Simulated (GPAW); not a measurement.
# CdSe (Cadmoselite) (P6_3mc) in GPAW: settings compared, part 3 of 3

GPAW 26.7.0. The steps go on from the part before.

## Step 5: Relaxation of cell and atoms, PBE+D3

Input file run.py:

```python
from ase import Atoms
from ase.calculators.mixing import SumCalculator
from ase.filters import FrechetCellFilter
from ase.io import write
from ase.optimize import BFGS
from dftd3.ase import DFTD3
from gpaw import GPAW, PW

atoms = Atoms(['Cd', 'Cd', 'Se', 'Se'],
              cell=[[4.3, 0.0, 0.0],
                    [-2.15, 3.7239092363, 0.0],
                    [0.0, 0.0, 7.02]],
              scaled_positions=[[0.6666666667, 0.3333333333, 0.5],
                                [0.3333333333, 0.6666666667, 0.0],
                                [0.6666666667, 0.3333333333, 0.885],
                                [0.3333333333, 0.6666666667, 0.385]],
              pbc=True)

calc = GPAW(mode=PW(600),
            xc='PBE',
            kpts={'size': (5, 5, 3), 'gamma': True},
            occupations={'name': 'fermi-dirac', 'width': 0.05},
            nbands=31,
            convergence={'density': 1e-05, 'energy': 1e-05},
            maxiter=150,
            txt='gpaw.txt')
atoms.calc = SumCalculator([calc, DFTD3(method='pbe', damping='d3zero')])
opt = BFGS(FrechetCellFilter(atoms), trajectory='relax.traj', logfile='-')
done = opt.run(fmax=0.02, steps=100)
calc.write('gs.gpw')
write('result.traj', atoms)
print('Converged:', done)
print('Cell:', atoms.cell.cellpar().round(4))
print('Volume:', round(atoms.get_volume(), 4))
print(atoms.get_scaled_positions().round(5))
```

Potentials or basis: GPAW PAW data sets (gpaw-data 1.2.1), pw.

Started as:

```sh
OMP_NUM_THREADS=1 python run.py
```

gpaw.txt:

```text
__  _  _
 | _ |_)|_||  |
 |__||  | ||/\| - 26.7.0

Input parameters:
  mode=PW(ecut=600.0),
  convergence={'density': 1e-05, 'energy': 1e-05},
  kpts=MonkhorstPack(size=(5, 5, 3), gamma=True),
  maxiter=150,
  nbands=31,
  occupations=Occupations(name='fermi-dirac', width=0.05),
  xc=XC(name='PBE')

Diagonalizing LCAO Hamiltonian
Converting LCAO to pw mode

            Se

        Se  Cd

        Cd

Atoms  # Å, Bohr magnetons
|   | symbol |         x |        y |        z |    initial magnetic moments |
|---|--------|-----------|----------|----------|-----------------------------|
| 0 |     Cd |  2.150000 | 1.241303 | 3.510000 | ( 0.0000,  0.0000,  0.0000) |
| 1 |     Cd | -0.000000 | 2.482606 | 0.000000 | ( 0.0000,  0.0000,  0.0000) |
| 2 |     Se |  2.150000 | 1.241303 | 6.212700 | ( 0.0000,  0.0000,  0.0000) |
| 3 |     Se | -0.000000 | 2.482606 | 2.702700 | ( 0.0000,  0.0000,  0.0000) |

Unit cell  # Å
| periodic |         x |        y |        z |  lengths |     angles |
|----------|-----------|----------|----------|----------|------------|
|      yes |  4.300000 | 0.000000 | 0.000000 | 4.300000 |  90.000000 |
|      yes | -2.150000 | 3.723909 | 0.000000 | 4.300000 |  90.000000 |
|      yes |  0.000000 | 0.000000 | 7.020000 | 7.020000 | 120.000000 |

Number of symmetries: 6
Symmetry operations  # r_c * U_cc + t_c -> r_c
|   | kind |            matrix            |
|---|------|------------------------------|
| 0 |  σ   |  1, 1, 0,  0,-1, 0,  0, 0, 1 |
| 1 |  E   |  1, 0, 0,  0, 1, 0,  0, 0, 1 |
| 2 |  C3  |  0, 1, 0, -1,-1, 0,  0, 0, 1 |
| 3 |  σ   |  0,-1, 0, -1, 0, 0,  0, 0, 1 |
| 4 |  σ   | -1, 0, 0,  1, 1, 0,  0, 0, 1 |
| 5 |  C3  | -1,-1, 0,  1, 0, 0,  0, 0, 1 |
[... 193 lines left out ...]
Stress tensor  # eV/Ang^3
|         x |         y |         z |
|-----------|-----------|-----------|
| -0.021888 |  0.000000 | -0.000000 |
|  0.000000 | -0.021888 | -0.000000 |
| -0.000000 | -0.000000 | -0.009035 |
[... 480 lines left out ...]
|  0.000000 | -0.012875 |  0.000000 |
| -0.000000 |  0.000000 | -0.015628 |

Forces  # eV/Ang
|        x |       y |        z |
|----------|---------|----------|
|  0.00000 | 0.00000 | -0.01355 |  # Cd   0
| -0.00000 | 0.00000 | -0.01458 |  # Cd   1
|  0.00000 | 0.00000 |  0.01282 |  # Se   2
| -0.00000 | 0.00000 |  0.01394 |  # Se   3

Interpolating wave functions to new cell
[... 224 lines left out ...]
Stress tensor  # eV/Ang^3
|         x |         y |         z |
|-----------|-----------|-----------|
| -0.013254 |  0.000000 | -0.000000 |
|  0.000000 | -0.013254 |  0.000000 |
| -0.000000 |  0.000000 | -0.015052 |

Forces  # eV/Ang
|        x |       y |        z |
|----------|---------|----------|
| -0.00000 | 0.00000 |  0.00558 |  # Cd   0
|  0.00000 | 0.00000 |  0.00555 |  # Cd   1
| -0.00000 | 0.00000 | -0.00510 |  # Se   2
|  0.00000 | 0.00000 | -0.00501 |  # Se   3

Interpolating wave functions to new cell
[... 247 lines left out ...]
Atoms  # Å, Bohr magnetons
|   | symbol |         x |        y |        z |    initial magnetic moments |
|---|--------|-----------|----------|----------|-----------------------------|
| 0 |     Cd |  2.162292 | 1.248400 | 3.536445 | ( 0.0000,  0.0000,  0.0000) |
| 1 |     Cd | -0.000000 | 2.496800 | 0.026643 | ( 0.0000,  0.0000,  0.0000) |
| 2 |     Se |  2.162292 | 1.248400 | 6.185669 | ( 0.0000,  0.0000,  0.0000) |
| 3 |     Se | -0.000000 | 2.496800 | 2.675856 | ( 0.0000,  0.0000,  0.0000) |

Unit cell  # Å
| periodic |         x |         y |         z |  lengths |     angles |
|----------|-----------|-----------|-----------|----------|------------|
|      yes |  4.324584 |  0.000000 | -0.000000 | 4.324584 |  90.000000 |
|      yes | -2.162292 |  3.745200 |  0.000000 | 4.324584 |  90.000000 |
|      yes | -0.000000 | -0.000000 |  7.019619 | 7.019619 | 120.000000 |

Number of symmetries: 6
Symmetry operations  # r_c * U_cc + t_c -> r_c
|   | kind |            matrix            |
|---|------|------------------------------|
| 0 |  σ   |  1, 1, 0,  0,-1, 0,  0, 0, 1 |
| 1 |  E   |  1, 0, 0,  0, 1, 0,  0, 0, 1 |
| 2 |  C3  |  0, 1, 0, -1,-1, 0,  0, 0, 1 |
| 3 |  σ   |  0,-1, 0, -1, 0, 0,  0, 0, 1 |
| 4 |  σ   | -1, 0, 0,  1, 1, 0,  0, 0, 1 |
| 5 |  C3  | -1,-1, 0,  1, 0, 0,  0, 0, 1 |
[... 215 lines left out ...]
Atoms  # Å, Bohr magnetons
|   | symbol |         x |        y |        z |    initial magnetic moments |
|---|--------|-----------|----------|----------|-----------------------------|
| 0 |     Cd |  2.162610 | 1.248583 | 3.541135 | ( 0.0000,  0.0000,  0.0000) |
| 1 |     Cd | -0.000000 | 2.497167 | 0.027754 | ( 0.0000,  0.0000,  0.0000) |
| 2 |     Se |  2.162610 | 1.248583 | 6.190862 | ( 0.0000,  0.0000,  0.0000) |
| 3 |     Se | -0.000000 | 2.497167 | 2.677494 | ( 0.0000,  0.0000,  0.0000) |

Unit cell  # Å
| periodic |         x |         y |        z |  lengths |     angles |
|----------|-----------|-----------|----------|----------|------------|
|      yes |  4.325219 |  0.000000 | 0.000000 | 4.325219 |  90.000000 |
|      yes | -2.162610 |  3.745750 | 0.000000 | 4.325219 |  90.000000 |
|      yes |  0.000000 | -0.000000 | 7.026756 | 7.026756 | 120.000000 |

Number of symmetries: 6
Symmetry operations  # r_c * U_cc + t_c -> r_c
|   | kind |            matrix            |
|---|------|------------------------------|
| 0 |  σ   |  1, 1, 0,  0,-1, 0,  0, 0, 1 |
| 1 |  E   |  1, 0, 0,  0, 1, 0,  0, 0, 1 |
| 2 |  C3  |  0, 1, 0, -1,-1, 0,  0, 0, 1 |
| 3 |  σ   |  0,-1, 0, -1, 0, 0,  0, 0, 1 |
| 4 |  σ   | -1, 0, 0,  1, 1, 0,  0, 0, 1 |
| 5 |  C3  | -1,-1, 0,  1, 0, 0,  0, 0, 1 |
[... 198 lines left out ...]
Forces  # eV/Ang
|       x |        y |        z |
|---------|----------|----------|
| 0.00000 |  0.00000 |  0.01714 |  # Cd   0
| 0.00000 | -0.00000 |  0.01706 |  # Cd   1
| 0.00000 | -0.00000 | -0.01743 |  # Se   2
| 0.00000 |  0.00000 | -0.01740 |  # Se   3

# Writing to gs.gpw (mode='')
```

stdout:

```text
Step          Energy          fmax
BFGS:    0      -12.375627        0.279913
BFGS:    1      -12.381521        0.241665
BFGS:    2      -12.396993        0.073890
BFGS:    3      -12.397112        0.057404
BFGS:    4      -12.397183        0.048762
BFGS:    5      -12.397463        0.021257
BFGS:    6      -12.397560        0.017780
Converged: True
Cell: [  4.3252   4.3252   7.0268  90.      90.     120.    ]
Volume: 113.8418
[[0.66667 0.33333 0.50395]
 [0.33333 0.66667 0.00395]
 [0.66667 0.33333 0.88104]
 [0.33333 0.66667 0.38104]]
```

Wall time 83 s (1 thread of AMD EPYC 7R13 (Zen 3), shared host); peak memory 0.26 GiB.

What came out:

| Quantity | Value |
| --- | --- |
| Free energy | -12.3976 eV |
| Relaxed volume | 28.46 Å³/atom |
| Relaxed cell | a = 4.325 Å, b = 4.325 Å, c = 7.027 Å, α = 90.00°, β = 90.00°, γ = 120.00° |
| Space group after relaxing (to 0.05 Å) | P6_3mc (No. 186) |
| Energy gained by relaxing | 5.5 meV/atom |
| Ionic steps | 7 |
| Pressure after relaxing | -0.1 GPa |
| Largest force after relaxing | 0.018 eV/Å |
| Band gap on the k mesh | 0.64 eV, direct |
| Dispersion energy per atom | -0.264 eV |

Forces on the atoms (eV/Å):
```
Cd   0.000  0.000  0.017
Cd   0.000  0.000  0.017
Se   0.000  0.000 -0.018
Se   0.000  0.000 -0.018
```

Step by step:
```
step  energy change (eV)  largest force (eV/Å)  pressure (GPa)  volume (Å³)
   1              0.0000                0.2799            0.69       112.41
   2             -0.0059                0.2418            0.59       112.56
   3             -0.0214                0.0143            0.12       113.43
   4             -0.0215                0.0056            0.13       113.41
   5             -0.0216                0.0104            0.11       113.45
   6             -0.0218                0.0213            0.00       113.69
   7             -0.0219                0.0178           -0.06       113.84
```

Final structure:
```xyz
4
Lattice="4.3252 0.0000 0.0000 -2.1626 3.7457 0.0000 0.0000 0.0000 7.0268" Properties=species:S:1:pos:R:3 pbc="T T T"
Cd    2.1626    1.2486    3.5411
Cd    0.0000    2.4972    0.0278
Se    2.1626    1.2486    6.1909
Se    0.0000    2.4972    2.6775
```

Caveat: later steps reuse the first step's grids.

## Step 6: Overview

| task | level | potentials or basis | cell | k mesh | cutoff (eV) | maxiter | optimizer | fmax | max steps | gap on the mesh (eV) | pressure (GPa) | relaxed volume (Å³/atom) | largest force (eV/Å) |
| --- | --- | --- | --- | --- | --- | --- | --- | --- | --- | --- | --- | --- | --- |
| single point | PBE | GPAW PAW data sets (gpaw-data 1.2.1), pw | as given | 6 × 6 × 3 | 500 | 120 | - | - | - | 0.70 | 2.5 | - | 0.28 |
| relaxation of cell and atoms | revPBE+D4 | the program's PAW data sets (release 1.2.1) made for this functional, pw | relaxed | 5 × 5 × 3 | 600 | 150 | BFGS | 0.02 eV/Å | 40 | 0.78 | 0.0 | 28.40 | 0.02 |
| relaxation of cell and atoms | AM05 | PAW data sets generated in the run's folder for this functional, pw | relaxed | 5 × 5 × 3 | 600 | 150 | BFGS | 0.02 eV/Å | 40 | 0.62 | -0.1 | 28.37 | 0.01 |
| relaxation of cell and atoms | PBE+D3 | GPAW PAW data sets (gpaw-data 1.2.1), pw | relaxed | 5 × 5 × 3 | 600 | 150 | BFGS | 0.02 eV/Å | 100 | 0.64 | -0.1 | 28.46 | 0.02 |

Alike in all rows: no spin polarisation; smearing fermi-dirac 0.05 eV.

Caveats: later steps reuse the first step's grids (some runs); the cutoff is short for stress and forces, so pressures can be off by a GPa or more (some runs).

Total energies depend on the potentials used, so only differences within one code and one set of settings carry meaning.

## Step 7: Against experiment

Step 2. Against the measured gap of CdSe, 1.841 eV (2 K; a printed reference work, data compilation), the calculated 0.70 eV is off by -1.15 eV. So large a miss can be the level of theory's own, or it may mean another phase, state or a wrong row. Spin-orbit coupling on Cd, Se is left out. The value is that of PBE, without temperature or zero-point motion. Semilocal functionals fall short of measured gaps as a rule.
